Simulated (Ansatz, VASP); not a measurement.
Au in VASP and in Ansatz

File INCAR:

```
ALGO = Normal ; EDIFF = 1E-6
ENCUT = 520 ; GGA = PE
ISIF = 2 ; ISMEAR = -1
LASPH = True ; LCHARG = False
LREAL = False ; LWAVE = False
NBANDS = 30 ; NELM = 80
PREC = Accurate ; SIGMA = 0.1
```

KPOINTS

```
k-points
0
Gamma
  12 12 4
```

File POSCAR:

```
Au
1.0
    2.9424042938      0.0000000000      0.0000000000
   -1.4712021469      2.5481968667      0.0000000000
    0.0000000000      0.0000000000      9.6021708703
Au
4
Direct
    0.0000000000      0.0000000000      0.0000000000
    0.0000000000      0.0000000000      0.5000000000
    0.3333333333      0.6666666667      0.2500000000
    0.6666666667      0.3333333333      0.7500000000
```

Input for Ansatz:

```yaml
crystal:
  lattice:
    - [2.9424042938, 0.0, 0.0]
    - [-1.4712021469, 2.5481968667, 0.0]
    - [0.0, 0.0, 9.6021708703]
  atoms:
    - { symbol: Au, position: [0.0, 0.0, 0.0] }
    - { symbol: Au, position: [0.0, 0.0, 0.5] }
    - { symbol: Au, position: [0.3333333333, 0.6666666667, 0.25] }
    - { symbol: Au, position: [0.6666666667, 0.3333333333, 0.75] }
kpoints:
  mp_grid: { grid: [12, 12, 4] }
scf:
  occupations: { method: fermi_dirac, width: 0.1 }
hamiltonian:
  xc: pbe
  pseudopotentials: { kind: nc }
output:
  forces: true
  stress: true
  eigenvalues: true
```

Change from the starting cell: volume scaled by 1, norm-conserving files.

Alike in both runs: task single point; functional PBE; k mesh 12 × 12 × 4; occupations fermi-dirac, width 0.1 eV; no spin polarisation.

```csv
,VASP,Ansatz
version,VASP 6.6.1,Ansatz 0.2.0
potentials or method,"VASP PAW PBE potentials, release 64 (Au)","norm-conserving pseudopotentials, scalar-relativistic"
plane-wave cutoff (eV),520,1034
valence electrons in the cell,44,76
```

```tsv
	VASP	Ansatz	Ansatz less VASP
pressure (GPa)	-0.2	0.1	+0.29
```

The two sets of potentials don't hold the same shells in valence.

The runs have no spin-orbit coupling, so splittings on Au are missing.
